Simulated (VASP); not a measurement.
TePt:

```
Te Pt
1.0
     1.98157    1.14406    6.66103
    -1.98157    1.14406    6.66103
     0.00000   -2.28812    6.66103
Te Pt
2 2
Direct
  0.59800 0.59800 0.59800
  0.40200 0.40200 0.40200
  0.87033 0.87033 0.87033
  0.12967 0.12967 0.12967
```

* Program: VASP 6.6.1
* Task: relaxation of cell and atoms
* Functional: PBEsol
* Dispersion: D3(BJ)
* Potentials or basis: VASP PAW PBE potentials, release 64 (Te, Pt)
* Cutoff: 520 eV
* k mesh: 9 × 9 × 9
* Occupations: gaussian, width 0.02 eV
* Spin: collinear spin, ferromagnetic start
* Starting moments: [0, 0, 1, 1] μB

At the start: pressure -4.5 GPa; volume 22.65 Å³/atom.

Problem. Where does the relaxation end?

Solution. Over 19 steps the energy falls by 21.5 meV/atom and the volume is 21.25 Å³/atom (-6.2 %); space group R-3m (No. 166, to 0.05 Å); moment 0.00 μB per cell.

Step by step:
```
step  energy change (eV)  largest force (eV/Å)  pressure (GPa)  volume (Å³)
   1              0.0000                0.1506           -4.48        90.60
   2              0.1000                1.3139           10.00        82.55
   3             -0.0447                0.4588           -0.01        87.60
   4             -0.0637                0.2879           -0.04        86.90
   5             -0.0729                0.3308            0.08        85.95
   6             -0.0823                0.1412           -0.48        85.77
   7             -0.0840                0.0130           -0.82        85.65
   8             -0.0773                0.1710            2.00        83.80
   9             -0.0853                0.0423           -0.02        85.10
  10             -0.0857                0.0238            0.03        85.04
  11             -0.0857                0.0369            0.09        84.97
  12             -0.0858                0.0222            0.07        85.00
  13             -0.0857                0.0134           -0.18        85.12
  14             -0.0858                0.0178           -0.05        85.05
  15             -0.0858                0.0037            0.01        85.01
  16             -0.0858                0.0039            0.02        85.01
  17             -0.0858                0.0029           -0.03        85.03
  18             -0.0858                0.0024            0.01        85.02
  19             -0.0858                0.0017            0.00        85.02
```

Final structure:
```xyz
4
Lattice="1.9592 1.1311 6.3943 -1.9592 1.1311 6.3943 0.0000 -2.2622 6.3943" Properties=species:S:1:pos:R:3 pbc="T T T"
Te    0.0000    0.0000   11.5492
Te    0.0000    0.0000    7.6336
Pt    0.0000    0.0000   16.7062
Pt    0.0000    0.0000    2.4766
```

Caveat: the PAW data sets were made with another functional, which shifts forces and pressure a little; pairwise dispersion overbinds metals, which lowers pressure and volume.
